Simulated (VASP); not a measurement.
Results of a VASP single-point calculation on InSb (strained zincblende)

POSCAR

```
In Sb
 1.0000000000000000
     0.0000000000000000    3.2795130174999998    3.3123081477000000
     3.2795130174999998    0.0000000000000000    3.3123081477000000
     3.2795130174999998    3.2795130174999998    0.0000000000000000
 In  Sb
   1   1
Cartesian
  0.0000000000000000  0.0000000000000000  0.0000000000000000
  1.6397565087499999  1.6397565087499999  1.6561540738500000
```

```json
{
 "gap between bands v and c": "0.00 eV",
 "least direct gap": "0.00 eV"
}
```

Band v is the last that the valence electrons fill when counted band by band, and c is the next. Levels in eV from the top of v:

```
point    v−1      v     c   c+1
    Γ  -0.05   0.00  0.00  3.20
    X  -2.18  -2.18  1.60  1.66
    K  -3.04  -1.90  1.84  3.89
    L  -1.03  -0.96  0.72  4.05
    W  -2.79  -2.65  3.67  4.23
```

**Question.** Which of these levels of theory gave these results?
A. HSE06
B. r²SCAN
C. PBE
D. PBE with spin–orbit coupling
E. LDA
F. PBEsol
G. PBE0

**Answer.** B.

The INCAR was:

```
LASPH = .TRUE.
NSW = 0
IBRION = -1
ALGO = Normal
EDIFF = 1E-7
LWAVE = .FALSE.
NELM = 120
SIGMA = 0.02
LCHARG = .FALSE.
NBANDS = 16
ISMEAR = -1
LREAL = .FALSE.
METAGGA = R2SCAN
ENCUT = 520
PREC = Accurate
ISIF = 2
```
